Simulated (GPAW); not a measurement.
Here is a GPAW 26.7.0 calculation.

File run.py:

```python
from ase.dft.bandgap import bandgap
from ase.io import read, write
from ase.units import GPa
from gpaw import GPAW, PW, setup_paths

setup_paths.insert(0, '.')

atoms = read('InAs.cif')

calc = GPAW(mode=PW(450),
            xc='PBEsol',
            kpts={'size': (6, 6, 6), 'gamma': True},
            occupations={'name': 'fermi-dirac', 'width': 0.01},
            nbands=18,
            convergence={'density': 1e-05, 'energy': 1e-05},
            maxiter=150,
            txt='gpaw.txt')
atoms.calc = calc
energy = atoms.get_potential_energy()
forces = atoms.get_forces()
stress = atoms.get_stress()
calc.write('gs.gpw')
write('result.traj', atoms)
print(f'Energy: {energy:.6f} eV')
print('Forces (eV/A):')
print(forces.round(4))
print('Stress (GPa):', (stress / GPa).round(3))
print('Fermi level:', round(calc.get_fermi_level(), 4), 'eV')
print(f'Gap: {bandgap(calc)[0]:.4f} eV, direct: {bandgap(calc, direct=True)[0]:.4f} eV')
```

The input InAs.cif:

```cif
data_InAs
_cell_length_a 4.26809653
_cell_length_b 4.26809653
_cell_length_c 4.26809653
_cell_angle_alpha 60.00000000
_cell_angle_beta 60.00000000
_cell_angle_gamma 60.00000000
_space_group_name_H-M_alt 'P1'
_space_group_name_Hall 'P 1'
_space_group_IT_number 1
loop_
_space_group_symop_operation_xyz
'x,y,z'
loop_
_atom_site_label
_atom_site_type_symbol
_atom_site_symmetry_multiplicity
_atom_site_Wyckoff_symbol
_atom_site_fract_x
_atom_site_fract_y
_atom_site_fract_z
_atom_site_occupancy
In1 In 1 a 0.0000000000 0.0000000000 0.0000000000 1
As1 As 1 a 0.7500000000 0.7500000000 0.7500000000 1
```

Potentials or basis: PAW data sets generated in the run's folder for this functional, pw.

Command:

```sh
$ gpaw-setup -f PBEsol As In
$ OMP_NUM_THREADS=1 python run.py
```

What does it give for the band gap on the k mesh?

None (metal or under the smearing width).

What does it give for the pressure?

0.4 GPa.

Caveat: the cutoff is short for stress and forces, so pressures can be off by a GPa or more; this crystal is a semiconductor, whose small gap the functional closes, so the metal is an error of the method.

**What was measured.**

A printed reference work, data compilation reports, for a bulk crystal of InAs at 4.2 K: band gap 0.418 eV (direct).

Against the measured gap of InAs, 0.418 eV (direct; 4.2 K; a printed reference work, data compilation), the calculated 0.00 eV is off by -0.42 eV. Spin-orbit coupling on As, In is left out. The value is that of PBEsol on a finite k mesh, which can miss the band edges, without temperature or zero-point motion. Semilocal functionals fall short of measured gaps as a rule.
